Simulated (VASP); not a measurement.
Here is a VASP 6.6.1 calculation.

Contents of POSCAR:

```
AgCl
1.0
    3.5439752393      0.0000000000      0.0000000000
    0.0000000000      3.5439752393      0.0000000000
    0.0000000000      0.0000000000      3.3955880419
Ag Cl
1 1
Direct
    0.0000000000      0.0000000000      0.0000000000
    0.5000000000      0.5000000000      0.5000000000
```

Contents of INCAR.step1:

```
PREC = Accurate ; ENCUT = 520
ISMEAR = 0 ; SIGMA = 0.01
LREAL = F ; LASPH = T
NELM = 100 ; NBANDS = 16
GGA = PE ; ALGO = Normal
EDIFF = 1E-4 ; LWAVE = T
LCHARG = F
```

INCAR.step2

```
PREC = Accurate ; ENCUT = 520
EDIFF = 1E-7 ; ISMEAR = 0
SIGMA = 0.01 ; LREAL = F
LASPH = T ; NELM = 100
ALGO = Normal ; ISIF = 2
LWAVE = F ; LCHARG = F
METAGGA = R2SCAN ; LMIXTAU = T
NBANDS = 16 ; ISTART = 1
```

Contents of KPOINTS:

```
regular mesh
0
Gamma
  8 8 8
```

Potentials or basis: VASP PAW PBE potentials, release 64 (Ag, Cl).

Run with:

```bash
$ cat potpaw_PBE.64/Ag/POTCAR potpaw_PBE.64/Cl/POTCAR > POTCAR
$ cp INCAR.step1 INCAR
$ mpirun -np 1 vasp_std > vasp.out
$ cp INCAR.step2 INCAR
$ mpirun -np 1 vasp_std > vasp.out
```

**Question.** What does it give for the pressure?

**Answer.** -4.0 GPa.

**Question.** Estimate the band gap on the k mesh.

**Answer.** 1.07 eV, indirect (least direct gap 2.25 eV).

Stress tensor (GPa, compression positive):
```
-4.75  0.00  0.00
 0.00 -4.75  0.00
 0.00  0.00 -2.49
```

Caveat: the PAW data sets were made with another functional, which shifts forces and pressure a little. A k mesh can miss the band edges.
